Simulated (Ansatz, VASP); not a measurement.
## Two plane-wave programs on Fe

```
Fe
1.0
     1.26170    0.72844    6.52776
    -1.26170    0.72844    6.52776
     0.00000   -1.45689    6.52776
Fe
3
Direct
  0.00000 0.00000 0.00000
  0.22226 0.22226 0.22226
  0.77774 0.77774 0.77774
```

Alike in both runs: functional PBE; k mesh 9 × 9 × 9; occupations gaussian, width 0.1 eV; collinear spin.

Ansatz relaxed the structure, and its values are those at the end. VASP's run is a single point on that final structure, the one shown.

```csv
,VASP,Ansatz
version,VASP 6.6.1,Ansatz 0.2.0
potentials or method,"VASP PAW PBE potentials, release 64 (Fe)","scalar-relativistic, plane waves, PAW"
plane-wave cutoff (eV),520,420
valence electrons in the cell,24,48
```

|  | VASP | Ansatz | Ansatz less VASP |
| --- | --- | --- | --- |
| gap on the k mesh at the Fermi level (eV) | none | none | - |
| pressure (GPa) | -0.3 | 0.0 | +0.25 |
| rms of the force components (eV/Å) | 0.004 | 0.004 | +0.0008 |
| net moment per atom (μB) | 2.54 | 2.54 | 0.000 |
| size of the moment on the site where the two differ most (μB) | 2.54 | 2.58 | +0.039 |

Site moments also hang on the region over which each program counts them. A gap of «none» marks a metal or a gap that the smearing closes. With one functional, cell and mesh, what is left measures potentials, basis and numerics. The two sets of potentials don't hold the same shells in valence.
